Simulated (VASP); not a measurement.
A VASP 6.6.1 single-point calculation on InP

INCAR

```
ISMEAR = 0
LCHARG = .FALSE.
EDIFF = 1E-7
SIGMA = 0.01
TIME = 0.2
ISIF = 2
METAGGA = R2SCAN
LASPH = .TRUE.
NELM = 120
NSW = 0
IBRION = -1
LWAVE = .FALSE.
LREAL = .FALSE.
ENCUT = 520
ALGO = Damped
PREC = Accurate
NBANDS = 16
```

KPOINTS

```
KPOINTS created by Atomic Simulation Environment
0
Gamma
8 8 8
0 0 0
```

POSCAR

```
In P
 1.0000000000000000
     0.0000000000000000    2.8356361294000001    2.8356361294000001
     2.8356361294000001    0.0000000000000000    2.8356361294000001
     2.8356361294000001    2.8356361294000001    0.0000000000000000
 In  P
   1   1
Cartesian
  0.0000000000000000  0.0000000000000000  0.0000000000000000
  1.4178180647000000  1.4178180647000000  1.4178180647000000
```

The recommended PBE PAW datasets give the neutral cell 18 valence electrons.

Command

```
mpirun -np 1 vasp_std
```

OSZICAR

```
N       E                     dE             d eps       ncg     rms           ort
DAV:   1     0.160444979227E+03    0.16044E+03   -0.86582E+03   464   0.156E+03
DAV:   2     0.214720378530E+02   -0.13897E+03   -0.13305E+03   464   0.370E+02
DAV:   3    -0.220961863498E+02   -0.43568E+02   -0.42206E+02   464   0.187E+02
DAV:   4    -0.323421195175E+02   -0.10246E+02   -0.10120E+02   464   0.102E+02
DAV:   5    -0.355412969059E+02   -0.31992E+01   -0.31804E+01   464   0.469E+01
SDA:   6    -0.314440870985E+02    0.40972E+01   -0.67212E+00   464   0.336E+01   0.000E+00
DMP:   7    -0.318659003240E+02   -0.42181E+00   -0.20294E+00   464   0.565E+00   0.865E+00
DMP:   8    -0.319587108015E+02   -0.92810E-01   -0.11646E+00   464   0.626E+00  -0.843E-01
DMP:   9    -0.320435977169E+02   -0.84887E-01   -0.87182E-01   464   0.298E+00   0.266E+00
DMP:  10    -0.320928262045E+02   -0.49228E-01   -0.14222E-01   464   0.429E-01   0.544E-01
...
DMP:  30    -0.321185279703E+02   -0.69646E-05   -0.56277E-05   464   0.118E-04   0.314E-04
DMP:  31    -0.321185328382E+02   -0.48679E-05   -0.37660E-05   464   0.770E-05   0.214E-04
DMP:  32    -0.321185360750E+02   -0.32369E-05   -0.24152E-05   464   0.481E-05   0.140E-04
DMP:  33    -0.321185380837E+02   -0.20086E-05   -0.14694E-05   464   0.280E-05   0.874E-05
DMP:  34    -0.321185392644E+02   -0.11807E-05   -0.83956E-06   464   0.154E-05   0.512E-05
DMP:  35    -0.321185399420E+02   -0.67762E-06   -0.44350E-06   464   0.762E-06   0.280E-05
DMP:  36    -0.321185402929E+02   -0.35090E-06   -0.21380E-06   464   0.346E-06   0.139E-05
DMP:  37    -0.321185404442E+02   -0.15133E-06   -0.92095E-07   464   0.138E-06   0.621E-06
DMP:  38    -0.321185405073E+02   -0.63077E-07   -0.34893E-07   464   0.504E-07   0.239E-06
   1 F= -.32118541E+02 E0= -.32118541E+02  d E =-.368110E-28
```

From OUTCAR

```
k-points           NKPTS =     29   k-points in BZ     NKDIM =     29   number of bands    NBANDS=     16

   NELECT =      18.0000    total number of electrons

   dimension x,y,z NGX =    30 NGY =   30 NGZ =   30
   dimension x,y,z NGXF=    60 NGYF=   60 NGZF=   60

  energy-cutoff  :      520.00
  volume of cell :       45.60
      direct lattice vectors                 reciprocal lattice vectors
     0.000000000  2.835636129  2.835636129    -0.176327278  0.176327278  0.176327278
     2.835636129  0.000000000  2.835636129     0.176327278 -0.176327278  0.176327278
     2.835636129  2.835636129  0.000000000     0.176327278  0.176327278 -0.176327278

 k-points in reciprocal lattice and weights: KPOINTS created by Atomic Simulation Env
   0.00000000  0.00000000  0.00000000       0.002
   0.12500000  0.00000000  0.00000000       0.016
   0.25000000  0.00000000  0.00000000       0.016
   0.37500000  0.00000000  0.00000000       0.016
   0.50000000  0.00000000  0.00000000       0.008
   0.12500000  0.12500000  0.00000000       0.012
   0.25000000  0.12500000  0.00000000       0.047
   0.37500000  0.12500000  0.00000000       0.047
   ...

 E-fermi :   6.2428

 k-point     1 :       0.0000    0.0000    0.0000
  band No.  band energies     occupation
      1      -8.7286      2.00000
      2      -8.7286      2.00000
      3      -8.7286      2.00000
      4      -8.4875      2.00000
      5      -8.4875      2.00000
      6      -6.5840      2.00000
      7       6.1685      2.00000
      8       6.1685      2.00000
      9       6.1685      2.00000
     10       7.9063      0.00000
     11      10.5843      0.00000
     12      10.5843      0.00000
     13      10.5843      0.00000
     14      15.8342      0.00000
     15      16.2354      0.00000
     16      16.2354      0.00000

 k-point     2 :       0.1250    0.0000    0.0000
  band No.  band energies     occupation
      1      -8.7634      2.00000
      2      -8.7173      2.00000
      3      -8.7173      2.00000
      4      -8.4874      2.00000
      5      -8.4874      2.00000
      6      -6.3610      2.00000
      7       4.6447      2.00000
      8       5.9415      2.00000
      9       5.9415      2.00000
     10       8.6570      0.00000
     11      10.8640      0.00000
     12      10.9111      0.00000
     13      10.9111      0.00000
     14      15.5214      0.00000
     15      15.5214      0.00000
     16      16.6009      0.00000

 k-point     3 :       0.2500    0.0000    0.0000
  band No.  band energies     occupation
      1      -8.8374      2.00000
      2      -8.6932      2.00000
      3      -8.6932      2.00000
      4      -8.4839      2.00000
      5      -8.4839      2.00000
      6      -5.7431      2.00000
      7       2.4484      2.00000
      8       5.4939      2.00000
      9       5.4939      2.00000
     10       8.6480      0.00000
     11      11.3766      0.00000
     12      11.3766      0.00000
     13      12.2319      0.00000
     14      15.2982      0.00000
     15      15.2982      0.00000
     16      16.0737      0.00000

 ...

  Total        3.0786434      3.0786434      3.0786434     -0.0000000     -0.0000000     -0.0000000
  in kB      108.1654268    108.1654268    108.1654268     -0.0000000     -0.0000000     -0.0000000
  external PRESSURE =     108.1654268 kB  Pullay stress =       0.0000000 kB

 POSITION                                       TOTAL-FORCE (eV/Angst)
 -----------------------------------------------------------------------------------
      0.00000      0.00000      0.00000        -0.000000     -0.000000     -0.000000
      1.41782      1.41782      1.41782         0.000000      0.000000      0.000000
 -----------------------------------------------------------------------------------
    total drift:                               -0.000003     -0.000003     -0.000003

  FREE ENERGIE OF THE ION-ELECTRON SYSTEM (eV)
  ---------------------------------------------------
  free  energy   TOTEN  =       -32.1185405073 eV

  energy  without entropy=      -32.1185405073  energy(sigma->0) =      -32.11854051
```

It converged. Results: gap between bands v and c on the k mesh 1.74 eV; least direct gap on the k mesh 1.74 eV; pressure 10.8 GPa. Band v is the last that the valence electrons fill when counted band by band, and c is the next.

For comparison, a separate r²SCAN run of the intended cell, on usual settings and not on those above, gives a gap of 1.74 eV on its mesh and a pressure of 10.8 GPa.

The run above took about 2.7 min on one core of a shared host (Intel Xeon Platinum 8488C) and held 0.2 GiB at most.
